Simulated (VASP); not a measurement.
# GaN (P6_3mc) in VASP: further runs

Aim: see how the results for GaN move with the level of theory and the settings. Levels: revTPSS, MS2, HSE06, HSE03, PBE0. Tasks: band structure.

Everything below comes from runs of VASP 6.6.1. Logs are shortened: lines on timing, memory, paths and dates and some standing lists are left out, and cuts for length are marked.

**What was measured.**

“Studying electronic properties in GaN without electrical contacts using γ-γ vs e−-γ Perturbed Angular Correlations”, 2019, pmc:6823545 quotes, for a bulk crystal of GaN: band gap 3.503 ± 0.005 eV (direct).

The results are compared with them further down.

## Step 1: The structure

Symmetry: P6_3mc, No. 186, hexagonal system. The conventional cell has a = 3.180 Å, b = 3.180 Å, c = 5.166 Å, α = 90.00°, β = 90.00°, γ = 120.00°. Ga (site symmetry 3m) is surrounded by 4 N at 1.94 to 1.95 Å. N (site symmetry 3m) is surrounded by 4 Ga at 1.94 to 1.95 Å.

## Step 2: Band structure, revTPSS

File INCAR:

```
PREC = Accurate
ENCUT = 520
EDIFF = 1E-7
ISMEAR = -1
SIGMA = 0.05
LREAL = F
LASPH = T
NELM = 80
ALGO = Normal
ISIF = 2
LWAVE = F
LCHARG = F
METAGGA = RTPSS
LMIXTAU = T
NBANDS = 26
```

File KPOINTS:

```
regular mesh
0
Gamma
  10 10 5
```

File POSCAR:

```
GaN
1.0
    3.1800000000      0.0000000000      0.0000000000
   -1.5900000000      2.7539607840      0.0000000000
    0.0000000000      0.0000000000      5.1660000000
Ga N
2 2
Direct
    0.6666666667      0.3333333333      0.5000000000
    0.3333333333      0.6666666667      0.0000000000
    0.6666666667      0.3333333333      0.8750000000
    0.3333333333      0.6666666667      0.3750000000
```

File KPOINTS_OPT:

```
path GMKGALHA,LM,KH
15
line-mode
reciprocal
 0.0000000000  0.0000000000  0.0000000000  G
 0.5000000000  0.0000000000  0.0000000000  M

 0.5000000000  0.0000000000  0.0000000000  M
 0.3333333333  0.3333333333  0.0000000000  K

 0.3333333333  0.3333333333  0.0000000000  K
 0.0000000000  0.0000000000  0.0000000000  G

 0.0000000000  0.0000000000  0.0000000000  G
 0.0000000000  0.0000000000  0.5000000000  A

 0.0000000000  0.0000000000  0.5000000000  A
 0.5000000000  0.0000000000  0.5000000000  L

 0.5000000000  0.0000000000  0.5000000000  L
 0.3333333333  0.3333333333  0.5000000000  H

 0.3333333333  0.3333333333  0.5000000000  H
 0.0000000000  0.0000000000  0.5000000000  A

 0.5000000000  0.0000000000  0.5000000000  L
 0.5000000000  0.0000000000  0.0000000000  M

 0.3333333333  0.3333333333  0.0000000000  K
 0.3333333333  0.3333333333  0.5000000000  H
```

Potentials or basis: VASP PAW PBE potentials, release 64 (Ga_d, N).

The run is started by

```bash
$ cat potpaw_PBE.64/Ga_d/POTCAR potpaw_PBE.64/N/POTCAR > POTCAR
$ mpirun -np 1 vasp_std > vasp.out
```

OUTCAR:

```text
PREC = Accurate
   ENCUT = 520
   EDIFF = 1E-7
   ISMEAR = -1
   LREAL = F
   LASPH = T
   NELM = 80
   ISIF = 2
   METAGGA = RTPSS

 ion  position               nearest neighbor table
   1  0.667  0.333  0.500-   3 1.94   4 1.95   4 1.95   4 1.95
   2  0.333  0.667  0.000-   4 1.94   3 1.95   3 1.95   3 1.95
   3  0.667  0.333  0.875-   1 1.94   2 1.95   2 1.95   2 1.95
   4  0.333  0.667  0.375-   2 1.94   1 1.95   1 1.95   1 1.95

  LATTYP: Found a hexagonal cell.
 ALAT       =     3.1800000000
 C/A-ratio  =     1.6245283019

  Lattice vectors:

 A1 = (   3.1800000000,   0.0000000000,   0.0000000000)
 A2 = (  -1.5900000000,   2.7539607840,   0.0000000000)
 A3 = (   0.0000000000,   0.0000000000,   5.1660000000)

Analysis of symmetry for initial positions (statically):
=====================================================================
 Subroutine PRICEL returns:
 Original cell was already a primitive cell.

 Routine SETGRP: Setting up the symmetry group for a
 hexagonal supercell.

 Subroutine GETGRP returns: Found 12 space group operations
 (whereof  6 operations were pure point group operations)
 out of a pool of 24 trial point group operations.

The static configuration has the point symmetry C_3v.
 The point group associated with its full space group is C_6v.

Analysis of symmetry for dynamics (positions and initial velocities):
=====================================================================
 Subroutine PRICEL returns:
 Original cell was already a primitive cell.

 Routine SETGRP: Setting up the symmetry group for a
 hexagonal supercell.

 Subroutine GETGRP returns: Found 12 space group operations
 (whereof  6 operations were pure point group operations)
 out of a pool of 24 trial point group operations.

The dynamic configuration has the point symmetry C_3v.
 The point group associated with its full space group is C_6v.

 Subroutine INISYM returns: Found 12 space group operations
 (whereof  6 operations are pure point group operations),
 and found     1 'primitive' translations

----------------------------------------------------------------------------------------

                                     Primitive cell

  volume of cell :      45.2417

  direct lattice vectors                    reciprocal lattice vectors
     3.180000000  0.000000000  0.000000000     0.314465409  0.181556688  0.000000000
    -1.590000000  2.753960784  0.000000000     0.000000000  0.363113377  0.000000000
     0.000000000  0.000000000  5.166000000     0.000000000  0.000000000  0.193573364

  length of vectors
     3.180000000  3.180000000  5.166000000     0.363113377  0.363113377  0.193573364

  position of ions in fractional coordinates (direct lattice)
     0.666666667  0.333333333  0.500000000
     0.333333333  0.666666667  0.000000000
     0.666666667  0.333333333  0.875000000
     0.333333333  0.666666667  0.375000000

  ion indices of the primitive-cell ions
   primitive index   ion index
                 1           1
                 2           2
                 3           3
                 4           4

----------------------------------------------------------------------------------------

 KPOINTS: regular mesh

Automatic generation of k-mesh.
 Grid dimensions read from file:
 generate k-points for:   10   10    5

 Generating k-lattice:

  Cartesian coordinates                     Fractional coordinates (reciprocal lattice)
     0.031446541  0.018155669  0.000000000     0.100000000 -0.000000000  0.000000000
     0.000000000  0.036311338  0.000000000     0.000000000  0.100000000  0.000000000
     0.000000000  0.000000000  0.038714673     0.000000000  0.000000000  0.200000000

  Length of vectors
     0.036311338  0.036311338  0.038714673

  Shift w.r.t. Gamma in fractional coordinates (k-lattice)
     0.000000000  0.000000000  0.000000000

 Subroutine IBZKPT returns following result:
 ===========================================

 Found     42 irreducible k-points:

 Following reciprocal coordinates:
            Coordinates               Weight
  0.000000  0.000000  0.000000      1.000000
  0.100000  0.000000  0.000000      6.000000
  0.200000  0.000000  0.000000      6.000000
  0.300000  0.000000  0.000000      6.000000
  0.400000 -0.000000  0.000000      6.000000
  0.500000  0.000000  0.000000      3.000000
[... 16 lines left out ...]
  0.300000  0.100000  0.200000     24.000000
  0.400000  0.100000  0.200000     24.000000
 [... further k-points ...]
   k-points           NKPTS =     42   k-points in BZ     NKDIM =     42   number of bands    NBANDS=     26
   number of dos      NEDOS =    301   number of ions     NIONS =      4
   total plane-waves  NPLWV =  23040
   dimension x,y,z NGX =    24 NGY =   24 NGZ =   40
   dimension x,y,z NGXF=    48 NGYF=   48 NGZF=   80
   ions per type =               2   2
   NGX,Y,Z   is equivalent  to a cutoff of  12.55, 12.55, 12.87 a.u.
   NGXF,Y,Z  is equivalent  to a cutoff of  25.09, 25.09, 25.74 a.u.
 SYSTEM =  unknown system
   PREC   = accura    normal or accurate (medium, high low for compatibility)
   ISTART =      0    job   : 0-new  1-cont  2-samecut
   ICHARG =      2    charge: 1-file 2-atom 10-const
   ISPIN  =      1    spin polarized calculation?
   LNONCOLLINEAR =      F non collinear calculations
   LSORBIT =      F    spin-orbit coupling
   LASPH  =      T    aspherical Exc in radial PAW
   ENCUT  =  520.0 eV  38.22 Ry    6.18 a.u.   5.91  5.91  9.61*2*pi/ulx,y,z
   NELM   =     80;   NELMIN=  2; NELMDL= -5     # of ELM steps
   EDIFF  = 0.1E-06   stopping-criterion for ELM
   LREAL  =      F    real-space projection
   EDIFFG = 0.1E-05   stopping-criterion for IOM
   NSW    =      0    number of steps for IOM
   IBRION =     -1    ionic relax: 0-MD 1-quasi-New 2-CG
   NFREE  =      0    steps in history (QN), initial steepest desc. (CG)
   ISIF   =      2    stress and relaxation
   ISYM   =      2    0-nonsym 1-usesym 2-fastsym
   POTIM  = 0.5000    time-step for ionic-motion
   TEBEG  =    0.0;   TEEND  =   0.0 temperature during run
   PSTRESS=    0.0 pullay stress
   NELECT =      36.0000    total number of electrons
   NUPDOWN=      -1.0000    fix difference up-down
   EMIN   =  10.00;   EMAX   =-10.00  energy-range for DOS
   EFERMI =   0.00;   METHOD = LEGACY
   ISMEAR =    -1;   SIGMA  =   0.05  broadening in eV -4-tet -1-fermi 0-gaus
   EFERMI_NEDOS =   21; number of points for ismear=-14 and -15
   IALGO  =     38    algorithm
   IMIX   =      4    mixing-type and parameters
     AMIX     =   0.40;   BMIX     =  1.00
     AMIX_MAG =   1.60;   BMIX_MAG =  1.00
  volume/ion in A,a.u.               =      11.31        76.33
  Fermi-wavevector in a.u.,A,eV,Ry     =   1.517036  2.866782 31.312427  2.301398
  Thomas-Fermi vector in A             =   2.626345
   LORBIT       =      0    0 simple, 1 ext, 2 COOP (PROOUT), +10 PAW based schemes
   METAGGA = RTPSS    functional components
   LHFCALC =     F    Hartree Fock is set to
   AEXX    =    0.0000 exact exchange contribution
   IVDW    =     0    specifies the selected vdW correction
   LEPSILON=     F    determine dielectric tensor
   LRPA    =     F    only Hartree local field effects (RPA)
 non-spin polarized calculation
  energy-cutoff  :      520.00
  volume of cell :       45.24
 maximum number of plane-waves:      1236
 NGX is ok and might be reduce to    24
   NGX = 11   NGY = 11   NGZ = 19

 number of electron      36.0000002 magnetization

 Free energy of the ion-electron system (eV)
  ---------------------------------------------------
  ext. energy  EPLUGINS =         0.00000000
  ---------------------------------------------------
  free energy    TOTEN  =       -15.60656874 eV

  energy without entropy =      -15.60656874  energy(sigma->0) =      -15.60656874

 E-fermi :   6.3328     XC(G=0): -12.4442

 val. band max:        5.3637577230   @ k =   0.0000   0.0000   0.0000
 cond. band min:       7.1848357117   @ k =   0.0000   0.0000   0.0000
 fundamental gap:      1.8210779887
 Fermi energy:         6.3327677533

 k-point     1 :       0.0000    0.0000    0.0000
  band No.  band energies     occupation
      1     -11.1634      2.00000
      2     -10.0832      2.00000
      3      -8.1114      2.00000
      4      -8.0886      2.00000
      5      -8.0886      2.00000
      6      -8.0192      2.00000
[... 18 lines left out ...]
     25      17.3962      0.00000
     26      17.3962      0.00000

 k-point     2 :       0.1000    0.0000    0.0000
  band No.  band energies     occupation
      1     -11.0616      2.00000
      2     -10.0536      2.00000
      3      -8.0991      2.00000
      4      -8.0740      2.00000
      5      -8.0625      2.00000
      6      -8.0079      2.00000
[... 18 lines left out ...]
     25      16.9431      0.00000
     26      17.6075      0.00000

 k-point     3 :       0.2000    0.0000    0.0000
  band No.  band energies     occupation
      1     -10.7913      2.00000
      2      -9.9849      2.00000
      3      -8.0649      2.00000
      4      -8.0417      2.00000
      5      -7.9931      2.00000
      6      -7.9460      2.00000
[... 18 lines left out ...]
     25      17.0409      0.00000
     26      18.0364      0.00000

 k-point     4 :       0.3000    0.0000    0.0000
  band No.  band energies     occupation
      1     -10.4586      2.00000
      2      -9.9187      2.00000
      3      -8.0379      2.00000
      4      -8.0172      2.00000
      5      -7.9421      2.00000
      6      -7.8818      2.00000
[... 18 lines left out ...]
     25      16.8552      0.00000
     26      18.7129      0.00000

 k-point     5 :       0.4000   -0.0000    0.0000
  band No.  band energies     occupation
      1     -10.2039      2.00000
      2      -9.8830      2.00000
      3      -8.0317      2.00000
      4      -8.0100      2.00000
      5      -7.9188      2.00000
      6      -7.8553      2.00000
[... 18 lines left out ...]
     25      17.4856      0.00000
     26      19.0067      0.00000

 k-point     6 :       0.5000    0.0000    0.0000
  band No.  band energies     occupation
      1     -10.1118      2.00000
      2      -9.8754      2.00000
      3      -8.0338      2.00000
      4      -8.0096      2.00000
      5      -7.9112      2.00000
      6      -7.8578      2.00000
[... 427 lines left out ...]
 k-point    21 :       0.1000    0.1000    0.2000
  band No.  band energies     occupation
      1     -10.7693      2.00000
      2     -10.0539      2.00000
      3      -8.0666      2.00000
      4      -8.0469      2.00000
      5      -8.0027      2.00000
      6      -7.9982      2.00000
[... 18 lines left out ...]
     25      16.4614      0.00000
     26      17.6094      0.00000

 k-point    22 :       0.2000    0.1000    0.2000
  band No.  band energies     occupation
      1     -10.4874      2.00000
      2      -9.9697      2.00000
      3      -8.0368      2.00000
      4      -8.0225      2.00000
      5      -7.9691      2.00000
      6      -7.9381      2.00000
[... 18 lines left out ...]
     25      16.6402      0.00000
     26      18.1711      0.00000

 k-point    23 :       0.3000    0.1000    0.2000
  band No.  band energies     occupation
      1     -10.2212      2.00000
      2      -9.9065      2.00000
      3      -8.0269      2.00000
      4      -8.0088      2.00000
      5      -7.9395      2.00000
      6      -7.8764      2.00000
[... 18 lines left out ...]
     25      16.8690      0.00000
     26      18.5918      0.00000

 k-point    24 :       0.4000    0.1000    0.2000
  band No.  band energies     occupation
      1     -10.0693      2.00000
      2      -9.8813      2.00000
      3      -8.0334      2.00000
      4      -8.0009      2.00000
      5      -7.9262      2.00000
      6      -7.8663      2.00000
[... 18 lines left out ...]
     25      17.3868      0.00000
     26      18.9632      0.00000

 [... further k-points ...]

------------------------ aborting loop because EDIFF is reached ----------------------------------------

  FORCE on cell =-STRESS in cart. coord.  units (eV):
  Direction    XX          YY          ZZ          XY          YZ          ZX
  --------------------------------------------------------------------------------------
  -------------------------------------------------------------------------------------
  Total        0.9031721      0.9031721      1.4796845      0.0000000      0.0000000     -0.0000000
  in kB       31.9846652     31.9846652     52.4011051      0.0000000      0.0000000     -0.0000000
  external PRESSURE =      38.7901452 kB  Pullay stress =       0.0000000 kB

 VOLUME and BASIS-vectors are now :
 -----------------------------------------------------------------------------
  energy-cutoff  :      520.00
  volume of cell :       45.24
      direct lattice vectors                 reciprocal lattice vectors
     3.180000000  0.000000000  0.000000000     0.314465409  0.181556688  0.000000000
    -1.590000000  2.753960784  0.000000000     0.000000000  0.363113377  0.000000000
     0.000000000  0.000000000  5.166000000     0.000000000  0.000000000  0.193573364

 POSITION                                       TOTAL-FORCE (eV/Angst)
 -----------------------------------------------------------------------------------
      1.59000      0.91799      2.58300         0.000000     -0.000000     -0.147047
     -0.00000      1.83597      0.00000        -0.000000      0.000000     -0.147047
      1.59000      0.91799      4.52025         0.000000      0.000000      0.147047
     -0.00000      1.83597      1.93725         0.000000      0.000000      0.147047
 -----------------------------------------------------------------------------------
    total drift:                                0.000001      0.000003     -0.017147

  FREE ENERGIE OF THE ION-ELECTRON SYSTEM (eV)
  ---------------------------------------------------
  free  energy   TOTEN  =       -15.6065687381 eV

  energy  without entropy=      -15.6065687378  energy(sigma->0) =      -15.60656874
```

Wall time 5.4 min (1 thread of Intel Xeon Platinum 8559C (Emerald Rapids), shared host); peak memory 0.21 GiB.

What came out:

```yaml
Free_energy: -15.6066 eV
Pressure: 3.9 GPa
Largest_force: 0.147 eV/Å
Band_gap_on_the_k_mesh: 1.82 eV, direct
Band_gap_along_the_path: 1.82 eV, direct
```

Forces in eV/Å, atoms in the order of the input:
```
Ga   0.000  0.000 -0.147
Ga   0.000  0.000 -0.147
N    0.000  0.000  0.147
N    0.000  0.000  0.147
```

Stress tensor (GPa, compression positive):
```
3.20 0.00 0.00
0.00 3.20 0.00
0.00 0.00 5.24
```

Levels at the corners of the path, in eV from the valence-band top:
```
point  band 14  band 15  band 16  band 17  band 18  band 19  band 20  band 21  band 22  band 23
    Γ    -1.07    -1.07    -0.06     0.00     0.00     1.82     4.34     9.23    10.13    10.13
    M    -5.35    -4.34    -2.83    -2.33    -1.00     4.99     5.62     6.00     8.83    10.53
    M    -5.35    -4.34    -2.83    -2.33    -1.00     4.99     5.62     6.00     8.83    10.53
    K    -5.38    -5.38    -3.10    -3.10    -2.78     4.91     8.08     8.08     8.33    10.01
    K    -5.38    -5.38    -3.10    -3.10    -2.78     4.91     8.08     8.08     8.33    10.01
    Γ    -1.07    -1.07    -0.06     0.00     0.00     1.82     4.34     9.23    10.13    10.13
    Γ    -1.07    -1.07    -0.06     0.00     0.00     1.82     4.34     9.23    10.13    10.13
    A    -3.97    -0.55    -0.55    -0.55    -0.55     4.28     4.28     8.59     8.59    10.64
    A    -3.97    -0.55    -0.55    -0.55    -0.55     4.28     4.28     8.59     8.59    10.64
    L    -6.72    -1.99    -1.99    -1.96    -1.96     4.32     4.32     7.98     7.98    10.03
    L    -6.72    -1.99    -1.99    -1.96    -1.96     4.32     4.32     7.98     7.98    10.03
    H    -6.24    -4.35    -4.35    -1.52    -1.52     6.55     6.55     7.19     7.19     9.28
    H    -6.24    -4.35    -4.35    -1.52    -1.52     6.55     6.55     7.19     7.19     9.28
    A    -3.97    -0.55    -0.55    -0.55    -0.55     4.28     4.28     8.59     8.59    10.64
    L    -6.72    -1.99    -1.99    -1.96    -1.96     4.32     4.32     7.98     7.98    10.03
    M    -5.35    -4.34    -2.83    -2.33    -1.00     4.99     5.62     6.00     8.83    10.53
    K    -5.38    -5.38    -3.10    -3.10    -2.78     4.91     8.08     8.08     8.33    10.01
    H    -6.24    -4.35    -4.35    -1.52    -1.52     6.55     6.55     7.19     7.19     9.28
```

Caveat: the PAW data sets were made with another functional, which shifts forces and pressure a little.

(Continued in part 2 of 3.)
